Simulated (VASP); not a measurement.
# GeSe (Pnma) in VASP: notebook

The runs below take GeSe through band structure, with PBE, LDA, TB-mBJ.

Everything below comes from runs of VASP 6.6.1. Logs are shortened: lines on timing, memory, paths and dates and some standing lists are left out, and cuts for length are marked.

## 1. The structure

It takes space group Pnma (No. 62, orthorhombic). The conventional cell has a = 10.966 Å, b = 3.883 Å, c = 4.420 Å, α = 90.00°, β = 90.00°, γ = 90.00°. Ge (site symmetry m) has 3 Se at 2.59 to 2.61 Å as nearest neighbours. Se (site symmetry m) is surrounded by 3 Ge at 2.59 to 2.61 Å.

## 2. Band structure, PBE

The input, INCAR:

```
PREC = Accurate ; ENCUT = 520
EDIFF = 1E-6 ; ISMEAR = 0
SIGMA = 0.03 ; LREAL = F
LASPH = T ; NELM = 80
ALGO = Normal ; ISIF = 2
LWAVE = F ; LCHARG = F
GGA = PE ; KPAR = 2
```

The input, KPOINTS:

```
Automatic mesh
0
Gamma
  4 8 6
```

The input, POSCAR:

```
GeSe                                    
1.0
   10.9655862498      0.0000000000      0.0000000000
    0.0000000000      3.8827657750      0.0000000000
    0.0000000000     -0.0000000000      4.4200472921
  Ge              Se            
     4     4
Direct
     0.1233927516312001    0.7500000000000000    0.8875163003595742
     0.6233927516312001    0.7500000000000000    0.6124836996404259
     0.3766072483687999    0.2500000000000000    0.3875163003595742
     0.8766072483687999    0.2500000000000000    0.1124836996404258
     0.8548942551904906    0.7500000000000000    0.5018587096336309
     0.3548942551904906    0.7500000000000000    0.9981412903663692
     0.6451057448095094    0.2500000000000000    0.0018587096336308
     0.1451057448095094    0.2500000000000000    0.4981412903663692
```

The input, KPOINTS_OPT:

```
explicit points
258
Reciprocal
 0.0000000000  0.0000000000  0.0000000000 1
 0.0000000000  0.0357142857  0.0000000000 1
 0.0000000000  0.0714285714  0.0000000000 1
 0.0000000000  0.1071428571  0.0000000000 1
 0.0000000000  0.1428571429  0.0000000000 1
 0.0000000000  0.1785714286  0.0000000000 1
[... 250 lines left out ...]
 0.0000000000  0.5000000000  0.0243984500 1
 0.0000000000  0.5000000000 -0.0243984500 1
```

Potentials or basis: VASP PAW PBE potentials, release 64 (Ge_d, Se).

On the command line:

```sh
cat potpaw_PBE.64/Ge_d/POTCAR potpaw_PBE.64/Se/POTCAR > POTCAR
mpirun -np 2 vasp_std > vasp.out
```

OUTCAR:

```text
PREC = Accurate
   ENCUT = 520
   EDIFF = 1E-6
   ISMEAR = 0
   LREAL = F
   LASPH = T
   NELM = 80
   ISIF = 2
   GGA = PE

 ion  position               nearest neighbor table
   1  0.123  0.750  0.888-   6 2.59   8 2.61   8 2.61
   2  0.623  0.750  0.612-   5 2.59   7 2.61   7 2.61
   3  0.377  0.250  0.388-   8 2.59   6 2.61   6 2.61
   4  0.877  0.250  0.112-   7 2.59   5 2.61   5 2.61
   5  0.855  0.750  0.502-   2 2.59   4 2.61   4 2.61
   6  0.355  0.750  0.998-   1 2.59   3 2.61   3 2.61
   7  0.645  0.250  0.002-   4 2.59   2 2.61   2 2.61
   8  0.145  0.250  0.498-   3 2.59   1 2.61   1 2.61

  LATTYP: Found a simple orthorhombic cell.
 ALAT       =     3.8827657750
 B/A-ratio  =     1.1383759795
 C/A-ratio  =     2.8241688748

  Lattice vectors:

 A1 = (   0.0000000000,   3.8827657750,   0.0000000000)
 A2 = (   0.0000000000,   0.0000000000,   4.4200472921)
 A3 = (  10.9655862498,   0.0000000000,   0.0000000000)

Analysis of symmetry for initial positions (statically):
=====================================================================
 Subroutine PRICEL returns:
 Original cell was already a primitive cell.

 Routine SETGRP: Setting up the symmetry group for a
 simple orthorhombic supercell.

 Subroutine GETGRP returns: Found  8 space group operations
 (whereof  2 operations were pure point group operations)
 out of a pool of  8 trial point group operations.

The static configuration has the point symmetry S_2 .
 The point group associated with its full space group is D_2h.

Analysis of symmetry for dynamics (positions and initial velocities):
=====================================================================
 Subroutine PRICEL returns:
 Original cell was already a primitive cell.

 Routine SETGRP: Setting up the symmetry group for a
 simple orthorhombic supercell.

 Subroutine GETGRP returns: Found  8 space group operations
 (whereof  2 operations were pure point group operations)
 out of a pool of  8 trial point group operations.

The dynamic configuration has the point symmetry S_2 .
 The point group associated with its full space group is D_2h.

 Subroutine INISYM returns: Found  8 space group operations
 (whereof  2 operations are pure point group operations),
 and found     1 'primitive' translations

----------------------------------------------------------------------------------------

                                     Primitive cell

  volume of cell :     188.1915
[... 102 lines left out ...]
   LREAL  =      F    real-space projection
   EDIFFG = 0.1E-04   stopping-criterion for IOM
   NSW    =      0    number of steps for IOM
   IBRION =     -1    ionic relax: 0-MD 1-quasi-New 2-CG
   NFREE  =      0    steps in history (QN), initial steepest desc. (CG)
   ISIF   =      2    stress and relaxation
   ISYM   =      2    0-nonsym 1-usesym 2-fastsym
   POTIM  = 0.5000    time-step for ionic-motion
   TEBEG  =    0.0;   TEEND  =   0.0 temperature during run
   PSTRESS=    0.0 pullay stress
   NELECT =      80.0000    total number of electrons
   NUPDOWN=      -1.0000    fix difference up-down
   EMIN   =  10.00;   EMAX   =-10.00  energy-range for DOS
   EFERMI =   0.00;   METHOD = LEGACY
   ISMEAR =     0;   SIGMA  =   0.03  broadening in eV -4-tet -1-fermi 0-gaus
   EFERMI_NEDOS =   21; number of points for ismear=-14 and -15
   IALGO  =     38    algorithm
   IMIX   =      4    mixing-type and parameters
     AMIX     =   0.40;   BMIX     =  1.00
     AMIX_MAG =   1.60;   BMIX_MAG =  1.00
  volume/ion in A,a.u.               =      23.52       158.75
  Fermi-wavevector in a.u.,A,eV,Ry     =   1.230944  2.326146 20.615851  1.515222
  Thomas-Fermi vector in A             =   2.365773
   LORBIT       =      0    0 simple, 1 ext, 2 COOP (PROOUT), +10 PAW based schemes
   GGA     = PE    functional components
   LHFCALC =     F    Hartree Fock is set to
   AEXX    =    0.0000 exact exchange contribution
   IVDW    =     0    specifies the selected vdW correction
   LEPSILON=     F    determine dielectric tensor
   LRPA    =     F    only Hartree local field effects (RPA)
 non-spin polarized calculation
 Gauss-broadening in eV      SIGMA  =   0.03
  energy-cutoff  :      520.00
  volume of cell :      188.19
 maximum number of plane-waves:      5110
 NGX is ok and might be reduce to    84
   NGX = 41   NGY = 15   NGZ = 17

 number of electron      80.0000051 magnetization

 Free energy of the ion-electron system (eV)
  ---------------------------------------------------
  ext. energy  EPLUGINS =         0.00000000
  ---------------------------------------------------
  free energy    TOTEN  =       -33.85521298 eV

  energy without entropy =      -33.85521298  energy(sigma->0) =      -33.85521298

 E-fermi :   4.3117     XC(G=0):  -9.8236

 val. band max:        4.1395424698   @ k =   0.0000   0.0000   0.3333
 cond. band min:       4.8500915767   @ k =   0.0000   0.0000   0.0000
 fundamental gap:      0.7105491068
 Fermi energy:         4.3116827764

 k-point     1 :       0.0000    0.0000    0.0000
  band No.  band energies     occupation
      1     -20.4417      2.00000
      2     -20.4399      2.00000
      3     -20.4390      2.00000
      4     -20.4378      2.00000
      5     -20.4376      2.00000
      6     -20.4375      2.00000
[... 1213 lines left out ...]
     47       7.6796      0.00000
     48       7.6796      0.00000

 [... further k-points ...]
[... 5 lines left out ...]
  --------------------------------------------------------------------------------------
  -------------------------------------------------------------------------------------
  Total        1.1143884      1.0026187      0.9755593      0.0000000      0.0000000      0.0000000
  in kB        9.4873997      8.5358431      8.3054714      0.0000000      0.0000000      0.0000000
  external PRESSURE =       8.7762380 kB  Pullay stress =       0.0000000 kB

 VOLUME and BASIS-vectors are now :
 -----------------------------------------------------------------------------
  energy-cutoff  :      520.00
  volume of cell :      188.19
      direct lattice vectors                 reciprocal lattice vectors
    10.965586250  0.000000000  0.000000000     0.091194395  0.000000000  0.000000000
     0.000000000  3.882765775  0.000000000     0.000000000  0.257548371  0.000000000
     0.000000000  0.000000000  4.420047292     0.000000000  0.000000000  0.226241923

 POSITION                                       TOTAL-FORCE (eV/Angst)
 -----------------------------------------------------------------------------------
      1.35307      2.91207      3.92286        -0.004147      0.000000     -0.002531
      6.83587      2.91207      2.70721        -0.004147     -0.000000      0.002531
      4.12972      0.97069      1.71284         0.004147     -0.000000     -0.002531
      9.61251      0.97069      0.49718         0.004147     -0.000000      0.002531
      9.37442      2.91207      2.21824        -0.016760      0.000000      0.001572
      3.89162      2.91207      4.41183        -0.016760     -0.000000     -0.001572
      7.07396      0.97069      0.00822         0.016760     -0.000000      0.001572
      1.59117      0.97069      2.20181         0.016760     -0.000000     -0.001572
 -----------------------------------------------------------------------------------
    total drift:                               -0.000000      0.000000      0.000000

  FREE ENERGIE OF THE ION-ELECTRON SYSTEM (eV)
  ---------------------------------------------------
  free  energy   TOTEN  =       -33.8552129761 eV

  energy  without entropy=      -33.8552129761  energy(sigma->0) =      -33.85521298
```

stdout:

```text
POSCAR found type information on POSCAR GeSe
 POSCAR found :  2 types and       8 ions
 scaLAPACK will be used
 LDA part: xc-table for (Slater+PW92), standard interpolation
 POSCAR, INCAR and KPOINTS ok, starting setup
 FFT: planning ... GRIDC
 FFT: planning ... GRID_SOFT
 FFT: planning ... GRID
 WAVECAR not read
 entering main loop
 Start KPOINTS_OPT (optional k-point list driver)
k-point batch [1-60\258]
k-point batch [61-120\258]
k-point batch [121-180\258]
k-point batch [181-240\258]
k-point batch [241-258\258]
```

Wall time 13 min (2 MPI ranks of Intel Xeon Platinum 8559C (Emerald Rapids), shared host); peak memory 0.8 GiB.

Results:

```
Free energy             : -33.8552 eV
Pressure                : 0.9 GPa
Largest force           : 0.017 eV/Å
Band gap on the k mesh  : 0.71 eV, indirect (least direct gap 0.92 eV)
Band gap along the path : 0.71 eV, indirect (least direct gap 0.92 eV)
```

Forces on the atoms (eV/Å):
```
Ge  -0.004  0.000 -0.003
Ge  -0.004  0.000  0.003
Ge   0.004  0.000 -0.003
Ge   0.004  0.000  0.003
Se  -0.017  0.000  0.002
Se  -0.017  0.000 -0.002
Se   0.017  0.000  0.002
Se   0.017  0.000 -0.002
```

Stress tensor (GPa, compression positive):
```
0.95 0.00 0.00
0.00 0.85 0.00
0.00 0.00 0.83
```

Levels at the corners of the path, in eV from the valence-band top:
```tsv
point	band 38	band 39	band 40	band 41	band 42	band 43
Γ	-1.09	-0.84	-0.21	0.71	2.65	2.68
X	-1.38	-1.18	-1.18	1.10	1.10	1.20
X	-1.38	-1.18	-1.18	1.10	1.10	1.20
S	-2.18	-1.51	-1.51	2.84	2.84	3.25
S	-2.18	-1.51	-1.51	2.84	2.84	3.25
Y	-0.96	-0.40	-0.40	1.22	1.22	1.91
Y	-0.96	-0.40	-0.40	1.22	1.22	1.91
Γ	-1.09	-0.84	-0.21	0.71	2.65	2.68
Γ	-1.09	-0.84	-0.21	0.71	2.65	2.68
Z	-1.69	-0.46	-0.46	2.37	2.37	2.41
Z	-1.69	-0.46	-0.46	2.37	2.37	2.41
U	-1.50	-1.50	-1.50	1.47	1.47	1.47
U	-1.50	-1.50	-1.50	1.47	1.47	1.47
R	-1.48	-1.48	-1.48	2.57	2.57	2.57
R	-1.48	-1.48	-1.48	2.57	2.57	2.57
T	-0.58	-0.54	-0.54	1.26	1.26	1.91
T	-0.58	-0.54	-0.54	1.26	1.26	1.91
Z	-1.69	-0.46	-0.46	2.37	2.37	2.41
Y	-0.96	-0.40	-0.40	1.22	1.22	1.91
T	-0.58	-0.54	-0.54	1.26	1.26	1.91
U	-1.50	-1.50	-1.50	1.47	1.47	1.47
X	-1.38	-1.18	-1.18	1.10	1.10	1.20
S	-2.18	-1.51	-1.51	2.84	2.84	3.25
R	-1.48	-1.48	-1.48	2.57	2.57	2.57
```

## 3. Band structure, LDA

INCAR, as its differences from that of step 2:

```diff
@@ -6,2 +6,2 @@
 LWAVE = F ; LCHARG = F
-GGA = PE ; KPAR = 2
+KPAR = 2
```

KPOINTS is that of step 2.

POSCAR is that of step 2.

KPOINTS_OPT is that of step 2.

Potentials or basis: VASP PAW LDA potentials, release 64 (Ge_d, Se).

On the command line:

```sh
cat potpaw_LDA.64/Ge_d/POTCAR potpaw_LDA.64/Se/POTCAR > POTCAR
mpirun -np 2 vasp_std > vasp.out
```

OUTCAR:

```text
PREC = Accurate
   ENCUT = 520
   EDIFF = 1E-6
   ISMEAR = 0
   LREAL = F
   LASPH = T
   NELM = 80
   ISIF = 2

 ion  position               nearest neighbor table
   1  0.123  0.750  0.888-   6 2.59   8 2.61   8 2.61
   2  0.623  0.750  0.612-   5 2.59   7 2.61   7 2.61
   3  0.377  0.250  0.388-   8 2.59   6 2.61   6 2.61
   4  0.877  0.250  0.112-   7 2.59   5 2.61   5 2.61
   5  0.855  0.750  0.502-   2 2.59   4 2.61   4 2.61
   6  0.355  0.750  0.998-   1 2.59   3 2.61   3 2.61
   7  0.645  0.250  0.002-   4 2.59   2 2.61   2 2.61
   8  0.145  0.250  0.498-   3 2.59   1 2.61   1 2.61
[... 1441 lines left out ...]
  Total       -4.1173515     -4.2895445     -4.3350007      0.0000000      0.0000000      0.0000000
  in kB      -35.0532716    -36.5192451    -36.9062394      0.0000000      0.0000000      0.0000000
  external PRESSURE =     -36.1595854 kB  Pullay stress =       0.0000000 kB

 VOLUME and BASIS-vectors are now :
 -----------------------------------------------------------------------------
  energy-cutoff  :      520.00
  volume of cell :      188.19
      direct lattice vectors                 reciprocal lattice vectors
    10.965586250  0.000000000  0.000000000     0.091194395  0.000000000  0.000000000
     0.000000000  3.882765775  0.000000000     0.000000000  0.257548371  0.000000000
     0.000000000  0.000000000  4.420047292     0.000000000  0.000000000  0.226241923

 POSITION                                       TOTAL-FORCE (eV/Angst)
 -----------------------------------------------------------------------------------
      1.35307      2.91207      3.92286         0.134008     -0.000000     -0.123876
      6.83587      2.91207      2.70721         0.134008      0.000000      0.123876
      4.12972      0.97069      1.71284        -0.134008      0.000000     -0.123876
      9.61251      0.97069      0.49718        -0.134008     -0.000000      0.123876
      9.37442      2.91207      2.21824        -0.103639     -0.000000     -0.100048
      3.89162      2.91207      4.41183        -0.103639     -0.000000      0.100048
      7.07396      0.97069      0.00822         0.103639     -0.000000     -0.100048
      1.59117      0.97069      2.20181         0.103639     -0.000000      0.100048
 -----------------------------------------------------------------------------------
    total drift:                               -0.000000      0.000000      0.000000

  FREE ENERGIE OF THE ION-ELECTRON SYSTEM (eV)
  ---------------------------------------------------
  free  energy   TOTEN  =       -38.9960995491 eV

  energy  without entropy=      -38.9960995491  energy(sigma->0) =      -38.99609955
```

Wall time 12 min (2 MPI ranks of Intel Xeon Platinum 8559C (Emerald Rapids), shared host); peak memory 0.72 GiB.

Results:

```
Free energy             : -38.9961 eV
Pressure                : -3.6 GPa
Largest force           : 0.182 eV/Å
Band gap on the k mesh  : 0.65 eV, indirect (least direct gap 0.87 eV)
Band gap along the path : 0.64 eV, indirect (least direct gap 0.86 eV)
```

Forces on the atoms (eV/Å):
```
Ge   0.134  0.000 -0.124
Ge   0.134  0.000  0.124
Ge  -0.134  0.000 -0.124
Ge  -0.134  0.000  0.124
Se  -0.104  0.000 -0.100
Se  -0.104  0.000  0.100
Se   0.104  0.000 -0.100
Se   0.104  0.000  0.100
```

Levels at the corners of the path, in eV from the valence-band top:
| point | band 36 | band 37 | band 38 | band 39 | band 40 | band 41 | band 42 | band 43 | band 44 | band 45 |
| --- | --- | --- | --- | --- | --- | --- | --- | --- | --- | --- |
| Γ | -1.82 | -1.38 | -1.10 | -0.84 | -0.22 | 0.65 | 2.57 | 2.61 | 2.65 | 2.97 |
| X | -1.89 | -1.39 | -1.39 | -1.18 | -1.18 | 1.01 | 1.01 | 1.13 | 1.13 | 1.73 |
| X | -1.89 | -1.39 | -1.39 | -1.18 | -1.18 | 1.01 | 1.01 | 1.13 | 1.13 | 1.73 |
| S | -3.34 | -2.18 | -2.18 | -1.51 | -1.51 | 2.77 | 2.77 | 3.20 | 3.20 | 4.84 |
| S | -3.34 | -2.18 | -2.18 | -1.51 | -1.51 | 2.77 | 2.77 | 3.20 | 3.20 | 4.84 |
| Y | -1.36 | -1.00 | -1.00 | -0.42 | -0.42 | 1.15 | 1.15 | 1.84 | 1.84 | 2.06 |
| Y | -1.36 | -1.00 | -1.00 | -0.42 | -0.42 | 1.15 | 1.15 | 1.84 | 1.84 | 2.06 |
| Γ | -1.82 | -1.38 | -1.10 | -0.84 | -0.22 | 0.65 | 2.57 | 2.61 | 2.65 | 2.97 |
| Γ | -1.82 | -1.38 | -1.10 | -0.84 | -0.22 | 0.65 | 2.57 | 2.61 | 2.65 | 2.97 |
| Z | -2.05 | -1.68 | -1.68 | -0.46 | -0.46 | 2.30 | 2.30 | 2.35 | 2.35 | 3.38 |
| Z | -2.05 | -1.68 | -1.68 | -0.46 | -0.46 | 2.30 | 2.30 | 2.35 | 2.35 | 3.38 |
| U | -2.25 | -1.52 | -1.52 | -1.52 | -1.52 | 1.40 | 1.40 | 1.40 | 1.40 | 2.00 |
| U | -2.25 | -1.52 | -1.52 | -1.52 | -1.52 | 1.40 | 1.40 | 1.40 | 1.40 | 2.00 |
| R | -3.95 | -1.48 | -1.48 | -1.48 | -1.48 | 2.50 | 2.50 | 2.50 | 2.50 | 4.81 |
| R | -3.95 | -1.48 | -1.48 | -1.48 | -1.48 | 2.50 | 2.50 | 2.50 | 2.50 | 4.81 |
| T | -1.85 | -0.60 | -0.60 | -0.57 | -0.57 | 1.20 | 1.20 | 1.85 | 1.85 | 2.13 |
| T | -1.85 | -0.60 | -0.60 | -0.57 | -0.57 | 1.20 | 1.20 | 1.85 | 1.85 | 2.13 |
| Z | -2.05 | -1.68 | -1.68 | -0.46 | -0.46 | 2.30 | 2.30 | 2.35 | 2.35 | 3.38 |
| Y | -1.36 | -1.00 | -1.00 | -0.42 | -0.42 | 1.15 | 1.15 | 1.84 | 1.84 | 2.06 |
| T | -1.85 | -0.60 | -0.60 | -0.57 | -0.57 | 1.20 | 1.20 | 1.85 | 1.85 | 2.13 |
| U | -2.25 | -1.52 | -1.52 | -1.52 | -1.52 | 1.40 | 1.40 | 1.40 | 1.40 | 2.00 |
| X | -1.89 | -1.39 | -1.39 | -1.18 | -1.18 | 1.01 | 1.01 | 1.13 | 1.13 | 1.73 |
| S | -3.34 | -2.18 | -2.18 | -1.51 | -1.51 | 2.77 | 2.77 | 3.20 | 3.20 | 4.84 |
| R | -3.95 | -1.48 | -1.48 | -1.48 | -1.48 | 2.50 | 2.50 | 2.50 | 2.50 | 4.81 |

[end of part 1 of 2]
